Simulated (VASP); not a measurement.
Write the native input for VASP 6.6.1 that does the following.

* Task: single point
* Functional: PBE
* Potentials or basis: VASP PAW PBE potentials, release 64 (H, Mo_sv)
* Cutoff: 520 eV
* k mesh: 8 × 8 × 8
* Occupations: fermi-dirac, width 0.05 eV
* Spin: no spin polarisation
* Further INCAR settings: ALGO = Normal; EDIFF = 1e-07; NBANDS = 17

The structure of MoH4 lies in POSCAR:

```
MoH4
1.0
   -2.5371941600      2.5371941600      2.5371941600
    2.5371941600     -2.5371941600      2.5371941600
    2.5371941600      2.5371941600     -2.5371941600
H Mo
4 1
Direct
    0.0000000000      0.0000000000      0.7463128600
    0.7463128600      0.0000000000      0.0000000000
    0.0000000000      0.7463128600      0.0000000000
    0.2536871400      0.2536871400      0.2536871400
    0.0000000000      0.0000000000      0.0000000000
```

The cell was built by a generator and needn't be a form met in nature.

One way to write it, as run:

INCAR

```
PREC = Accurate ; ENCUT = 520
EDIFF = 1E-7 ; ISMEAR = -1
SIGMA = 0.05 ; LREAL = F
LASPH = T ; NELM = 80
ALGO = Normal ; ISIF = 2
LWAVE = F ; LCHARG = F
GGA = PE ; NBANDS = 17
```

KPOINTS

```
regular mesh
0
Gamma
  8 8 8
```

Potentials or basis: VASP PAW PBE potentials, release 64 (H, Mo_sv).

Command:

```sh
$ cat potpaw_PBE.64/H/POTCAR potpaw_PBE.64/Mo_sv/POTCAR > POTCAR
$ mpirun -np 1 vasp_std > vasp.out
```

It gave:

```
Pressure               : 96.6 GPa
Largest force          : 27.278 eV/Å
Band gap on the k mesh : none (metal or under the smearing width)
```

Caveat: a pressure of tens of GPa on the cell as given is suspect, and the run, the potentials or the cell itself is likely at fault; forces of over 1 eV/Å show positions far from the minimum, so gaps and moduli don't describe the material at rest.

It took 21 s on 1 thread of Intel(R) Xeon(R) Platinum 8488C (Sapphire Rapids), with other jobs on the host, peak memory 0.21 GiB.
